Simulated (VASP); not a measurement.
Here is a VASP 6.6.1 calculation.

The input INCAR:

```
SYSTEM = Li2O
  PREC = Accurate
  ENCUT = 520
  EDIFF = 1E-6
  ISMEAR = 0
  SIGMA = 0.02
  LREAL = .FALSE.
  LASPH = .TRUE.
  NELM = 60
  ALGO = Fast
  ISIF = 2
  LWAVE = .FALSE.
  LCHARG = .TRUE.
  GGA = PE
  LELF = .TRUE.
  LVHAR = .TRUE.
  NBANDS = 13
```

The input KPOINTS:

```
Automatic mesh
0
G
  8 8 8
  0 0 0
```

File POSCAR:

```
Li2O
1.0
    0.0000000000      2.3131017587      2.3131017587
    2.3131017587      0.0000000000      2.3131017587
    2.3131017587      2.3131017587      0.0000000000
Li O
2 1
Direct
    0.7500000000      0.7500000000      0.7500000000
    0.2500000000      0.2500000000      0.2500000000
    0.0000000000      0.0000000000      0.0000000000
```

Potentials or basis: VASP PAW PBE potentials, release 64 (Li_sv, O).

The run is started by

```console
$ cat potpaw_PBE.64/Li_sv/POTCAR potpaw_PBE.64/O/POTCAR > POTCAR
$ mpirun -np 1 vasp_std > vasp.out
```

(1) Predict the band gap on the k mesh.

## Answers

(1) 4.96 eV, indirect (least direct gap 5.24 eV).
